The slab consists of five atomic planes in the order Te, Te, Pt, Te, Te. The table follows the potential energy of an electron, averaged over each plane parallel to the surface, from the vacuum on one side to the vacuum on the other. Three rows carry most of the discussion: 5.62 Å, just outside the surface; 7.86 Å, beside the outer Te plane; and 11.23 Å, at the Pt plane.

Smooth electrostatic potential energy of an electron, averaged over planes parallel to the surface of a five-plane Te₄Pt slab, computed with Ansatz 0.2.0 using PBE-D3(BJ), plane-wave PAW and spin-orbit coupling. The calculation uses a 420 eV cutoff, a 9×9×1 k mesh, Gaussian smearing of 0.1 eV and a dipole correction.

```
height (Å)  potential energy of an electron from the Fermi level (valence top where gapped) (eV)
      2.81                                                                                 4.980
      3.37                                                                                 4.980
      3.93                                                                                 4.970
      4.49                                                                                 4.970
      5.05                                                                                 4.940
      5.62                                                                                 4.820
      6.18                                                                                 4.230
      6.74                                                                                 1.330
      7.30                                                                                -0.570
      7.86                                                                                 0.790
      8.42                                                                                -2.020
      8.98                                                                                -2.040
      9.55                                                                                -0.400
     10.11                                                                                -1.980
     10.67                                                                                -7.750
     11.23                                                                               -10.630
     11.79                                                                                -7.750
     12.36                                                                                -1.980
     12.92                                                                                -0.400
     13.48                                                                                -2.040
     14.04                                                                                -2.020
     14.60                                                                                 0.790
     15.16                                                                                -0.570
     15.72                                                                                 1.330
     16.29                                                                                 4.230
     16.85                                                                                 4.820
     17.41                                                                                 4.940
     17.97                                                                                 4.970
     18.53                                                                                 4.970
     19.09                                                                                 4.980
     19.66                                                                                 4.980
```

### 1. How much energy does it take to remove an electron?

About 5 eV. The slab is metallic, so the zero of the scale is the Fermi level, the energy of the highest filled states. Far from the surface the curve becomes flat at 4.98 eV, and there an electron at rest is free of the slab. The height of this plateau is therefore the work function.

### 2. Why are the two plateaus equally high?

The two faces are equivalent. Charge shifts between the planes in the lower half, but the upper half has the same shift pointing the other way, and the two dipoles cancel. A potential step between the two vacuum regions needs a net dipole across the slab, and here there is none. The agreement of the two halves thus reflects the symmetry of the slab and is no independent check of the work function.

If one outer Te plane were taken away from one face only, this cancellation would generally be lost. The slab would still have a single Fermi level, but two different plateaus and so two work functions. Their difference would be the dipole step. The dipole correction named above the table, idle in the present slab, would then be needed to keep both plateaus flat.

### 3. How far from the surface must the vacuum level be read?

A little over 3 Å from the outermost atoms is enough for an error near 0.01 eV: the row at 4.49 Å lies 3.2 Å out and is that close to the plateau. The row at 5.62 Å lies 2.1 Å outside the outer Te plane and still falls 0.16 eV short of the plateau. A work function read there would be about 3% too small. One row closer to the slab, the shortfall is already 0.75 eV.

### 4. Why does the shortfall vanish so quickly?

It follows the electron density that leaks out of the surface, and this density decays exponentially. Let $U$ be the averaged potential energy, $n$ the averaged electron density and $z$ the distance outwards. Poisson's equation in the vacuum reads

$$\frac{d^2U}{dz^2}=-\frac{e^2}{\varepsilon_0}\,n(z).$$

If the density falls as $e^{-2\kappa z}$, two integrations give

$$U_\infty-U(z)=\frac{e^2\,n(z)}{4\varepsilon_0\kappa^2},$$

where $U_\infty$ is the plateau. The shortfall is proportional to the local density, so both shrink by the same factor from one row to the next.

A first estimate of the decay constant $\kappa$ comes from the work function $\Phi$. An electron at the Fermi level lacks the energy $\Phi$ to travel through the vacuum, and its wave function dies away with

$$\kappa=\frac{\sqrt{2m\Phi}}{\hbar}\approx\sqrt{\frac{4.98\ \text{eV}}{3.8\ \text{eV Å}^2}}\approx1.14\ \text{Å}^{-1}.$$

The rows are 0.56 Å apart, so the density should drop by $e^{2\times1.14\times0.56}\approx3.6$ per row. Apart from the row spacing, this estimate takes only the plateau height from the table; the shortfalls with which it is compared played no part in it.

The computed shortfall drops somewhat faster, by a factor of 4.7 from 6.18 to 5.62 Å and by about 4 over the next row outwards. Two effects left out of the estimate pull in opposite directions. The value 3.6 describes only electrons at the Fermi level that move straight out of the surface. Electrons with lower energy, or with part of their motion along the surface, decay faster and steepen the total. So close to the atoms, however, exchange and correlation still lower the barrier well below $\Phi$, and this slows the decay. Neither effect is expected to be small. At the densities these shortfalls imply, exchange and correlation should lower the barrier by a few electronvolts, and most of the tail should come from Te 5p electrons well below the Fermi level, much as in the tail of a free Te atom. The table can't separate the two, and the closeness of 3.6 to the computed factors is probably in good part a cancellation, so the estimate is a guide to the size of the factor and no strict limit. Whether the decay really slows down further out is not settled, since the second factor rests on a shortfall of 0.04 eV printed in steps of 0.01 eV. Measured from the unrounded work function of the run, 4.976 eV, the two factors become about 4.8 and 4.3. The output below lists the factors beside the estimate.

The estimate is on firmer ground far from the surface, where the barrier has reached its full height and only the slowest electrons are left. There $\kappa$ grows as the square root of the work function, and a surface with a low work function is expected to have a longer electron tail. With half the present work function, the estimated factor per row would fall from 3.6 to about 2.5. At the 2 to 3 Å that decide the reading error, the valence shell of the outermost atoms is expected to count at least as much, so the distance at which the curve turns flat has to be checked for each surface.

### 5. Is the hump at the outer Te plane a barrier for electrons?

No, although the curve looks like one. The row at 7.86 Å lies 0.79 eV above the Fermi level and 2.81 eV above the row at 8.42 Å. A second hump sits beside the inner Te plane. Taken literally, the curve would say that Te atoms repel electrons.

A sheet of nuclei does the opposite. Its positive charge attracts electrons, and the true averaged potential energy has a sharp dip at every atomic plane. The PAW method replaces the steep potential inside each atom by a smooth one and restores the true effect on the electrons through separate terms centred on the atoms. The table shows the smooth part alone, which is free to bulge upwards where the real potential plunges. This explanation comes from the construction of the method; the table itself shows only that the humps lie next to the Te planes.

The curve also leaves out exchange and correlation, which lower the energy of an electron inside the material. A barrier for transport therefore can't be read from the interior of this plot. In the vacuum the electron density fades away and these contributions fade with it, which is why the plateau keeps its plain meaning.

### 6. What would change if Pt were described by another PAW data set of equal quality?

The dip at Pt could change by electronvolts, while the plateau should hardly move. At 11.23 Å the curve reaches its lowest value, 15.61 eV below the plateau. It is tempting to read this as a sign that Pt holds electrons more tightly than Te. But the depth depends on how the core of each element was smoothed, and that is a choice made separately for Pt and for Te.

Outside the atoms the smooth potential and the real one coincide. Two good data sets must therefore agree on the vacuum level relative to the Fermi level, even when they disagree about the shape of the curve within the slab. The useful quantity is the difference between two well-defined energies, and the dips and humps on the way from one to the other don't enter it.

### 7. Which digits can be trusted?

For the plateau, the printed hundredth of an electronvolt is what this calculation gives with its settings. Whether it would survive a denser k mesh, a higher cutoff or a fuller relaxation was not tested, and forces of about 0.1 eV/Å remain on the Te atoms. The run also warned that the exchange-correlation potential is rough where the electron density is thin. That potential is not part of the plotted curve, but it acts on the electron tail, so the smallest shortfalls should not be overread. As a prediction for a real surface the hundredth is too fine in any case: work functions from PBE can be off by a tenth of an electronvolt or a few, a rough figure from general experience. A sensible reading is 5.0 eV, with the first decimal uncertain.

Inside the slab, the spacing of the rows matters more than the printed digits. Neighbouring rows differ by up to 5.77 eV, so a true extremum of the smooth curve may lie between two of them and differ visibly from the nearest printed value. The humps and the shallower dips are located only to within a row, and their heights are uncertain too. The Pt plane is a partial exception: Pt sits on the inversion centre of the slab, so the averaged curve is symmetric about that plane and must be level there, and a row lies on it. Whether that point is the true bottom or a small bulge inside the dip, like those at Te, is not resolved by the rows.

### 8. Can the value be used for a cleaved PtTe₂ crystal?

Not directly. PtTe₂ is built from Te-Pt-Te layers, and the crystal normally parts between them, where the bonding is weakest. The present slab is one such layer with an additional Te plane on each face. Its work function belongs to this thin, tellurium-rich slab, which was given no room to reconstruct. Even a thick crystal ending in the same Te planes could have a somewhat different value.

The distinction matters because the work function has a surface part. Besides the energy of the electrons within the material, it contains the dipole formed by the outermost atoms and the electron tail beyond them. Another Te plane changes both the charge shifts at the surface and the place where the tail begins. For a cleaved crystal, the calculation should be repeated with the faces that the crystal really exposes.

Output of the analysis:

```
Plateau above the Fermi level, eV: 4.98
Work function difference of the two faces in the further outputs, meV: 0.021
Mean potential of lower half minus upper half, eV: -2.22e-16
Heights of the outer Te, inner Te and Pt planes in the lower half: outer Te, angstrom: 7.705
Height of the inner Te plane, angstrom: 9.771
Height of the Pt plane, angstrom: 11.23
Distance outside the outer Te plane for rows 4.49 to 6.74, angstrom: 3.215, 2.655, 2.085, 1.525, 0.9648
Shortfall below the plateau for the same rows, eV: 0.01, 0.04, 0.16, 0.75, 3.65
Shortfall ratio, row 6.74 over 6.18: 4.867
Shortfall ratio, row 6.18 over 5.62: 4.687
Shortfall ratio, row 5.62 over 5.05: 4
Spacing of the rows, angstrom: 0.5617
Decay constant kappa from the plateau height, 1/angstrom: 1.143
Estimated slowest density decay factor per row: 3.612
Hump at outer Te above the row at 8.42, eV: 2.81
Hump at inner Te above the row at 8.98, eV: 1.64
Lowest row below the plateau, eV: 15.61
Largest change between neighbouring rows, eV: 5.77
```
